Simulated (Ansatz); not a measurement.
# HgTe: the cost of one run

Computed with Ansatz 0.2.0 (DFT PBE, scalar-relativistic, unless a step's input says otherwise).

## Step 1: Starting point

It takes space group Fm-3m (No. 225, cubic). Conventional cell: a = 5.843 Å, b = 5.843 Å, c = 5.843 Å, α = 90.00°, β = 90.00°, γ = 90.00°. Hg (site symmetry m-3m) has 6 Te at 2.92 Å as nearest neighbours. Te (site symmetry m-3m) is surrounded by 6 Hg at 2.92 Å.

Coordinates:

```
Hg Te
1.0
     0.00000    2.92150    2.92150
     2.92150    0.00000    2.92150
     2.92150    2.92150    0.00000
Hg Te
1 1
Direct
  0.00000 0.00000 0.00000
  0.50000 0.50000 0.50000
```

Atoms are numbered in the order of the input: Hg1, Te2.

## Step 2: The deformed structure

Space group Fm-3m before, I4/mmm after.

## Step 3: All-electron LAPW

input.yaml reads:

```yaml
crystal:
  lattice:
    - [0.0, 2.9215, 2.950715]
    - [2.9215, 0.0, 2.950715]
    - [2.9215, 2.9215, 0.0]
  atoms:
    - { symbol: Hg, position: [0.0, 0.0, 0.0] }
    - { symbol: Te, position: [0.5, 0.5, 0.5] }
kpoints:
  mp_grid: { grid: [10, 10, 10] }
  band_path:
    path:
      - [0.0, 0.0, 0.0]
      - [0.0, 0.5, 0.5]
      - [0.25, 0.75, 0.5]
      - [0.0, 0.5, 0.0]
      - [0.0, 0.0, 0.0]
      - [0.5, 0.5, 0.0]
      - [0.3725370062, 0.6274629938, 0.0]
      - [-0.3725370062, 0.3725370062, 0.0]
      - [0.0, 0.0, 0.0]
    npoints: 5
scf:
  occupations: { method: fermi_dirac, width: 0.08 }
hamiltonian:
  xc: pbe
  pseudopotentials: { kind: all_electron, lapw: { basis_error: 0.001 } }
output:
  forces: true
  stress: true
  eigenvalues: true
```

Launch:

```console
> ansatz run input.yaml --threads 1 --pin off --max-ram 3072MiB --backend cpu --events-out ev --progress --plain --runs-dir out
```

**Question.** How long does this run take on 1 thread of Intel Xeon Platinum 8488C (Sapphire Rapids), shared host, and how much memory does it need?

About 33 s, with a peak of 0.58 GiB.
